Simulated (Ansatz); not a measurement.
## Ga: strain and displacement

```
CELL_PARAMETERS angstrom
1.38300 -4.02650 0.00000
1.38300 4.02650 0.00000
-0.11745 0.00000 3.32993
ATOMIC_POSITIONS crystal
Ga 0.86900 0.13100 0.25000
Ga 0.13100 0.86900 0.75000
```

Atoms are numbered in the order listed.

Structure: COD 9011089, as refined from experiment and not relaxed.

The calculation used DFT, PBE, PAW with Ansatz's default frozen-core files, scalar-relativistic in Ansatz 0.2.0.

Settings: a Γ-centred 14×14×11 k mesh, Fermi–Dirac smearing of 0.03 eV, cutoff 420 eV, no spin polarisation.

The unchanged cell is at 1.73 GPa.

In a metal, stresses and small energies carry noise from the k mesh.

x, y and z are the Cartesian axes of the cell as listed; fractional coordinates follow a strain, and an engineering shear is twice the off-diagonal strain component.

Problem. With this change (equal xy, yz and zx engineering shear strains of -3 %), what becomes of the energy and stress and forces?

Solution. Energy change +4.7 meV/atom; stress change (xx, yy, zz, yz, xz, xy) 0.18, 0.47, 0.13, 1.29, 0.29, 0.82 GPa, compression positive; change of the force on Ga1 (-0.020, -0.018, 0.012) eV/Å.

Problem. With this change (equal xy, yz and zx engineering shear strains of -1 %), what becomes of the energy and stress?

Solution. Energy change +0.6 meV/atom; stress change (xx, yy, zz, yz, xz, xy) -0.05, 0.16, -0.03, 0.54, 0.23, 0.36 GPa, compression positive.

Problem. With this change (equal xy, yz and zx engineering shear strains of +2 %), what becomes of the energy and stress and forces?

Solution. Energy change +2.2 meV/atom; stress change (xx, yy, zz, yz, xz, xy) 0.11, 0.29, -0.08, -0.79, 0.03, -0.65 GPa, compression positive; change of the force on Ga1 (0.011, -0.002, -0.018) eV/Å.

Problem. With this change (equal xy, yz and zx engineering shear strains of -2 %), what becomes of the energy and stress and forces?

Solution. Energy change +2.3 meV/atom; stress change (xx, yy, zz, yz, xz, xy) -0.02, 0.40, -0.03, 0.90, 0.31, 0.63 GPa, compression positive; change of the force on Ga1 (-0.012, -0.012, 0.010) eV/Å.

Problem. With this change (equal xy, yz and zx engineering shear strains of +1 %), what becomes of the energy and stress?

Solution. Energy change +0.6 meV/atom; stress change (xx, yy, zz, yz, xz, xy) 0.03, 0.09, -0.03, -0.45, -0.09, -0.32 GPa, compression positive.

Problem. With this change (equal xy, yz and zx engineering shear strains of +3 %), what becomes of the energy and stress and forces?

Solution. Energy change +4.1 meV/atom; stress change (xx, yy, zz, yz, xz, xy) 0.17, 0.52, -0.03, -1.19, 0.26, -0.83 GPa, compression positive; change of the force on Ga1 (0.013, -0.007, -0.029) eV/Å.
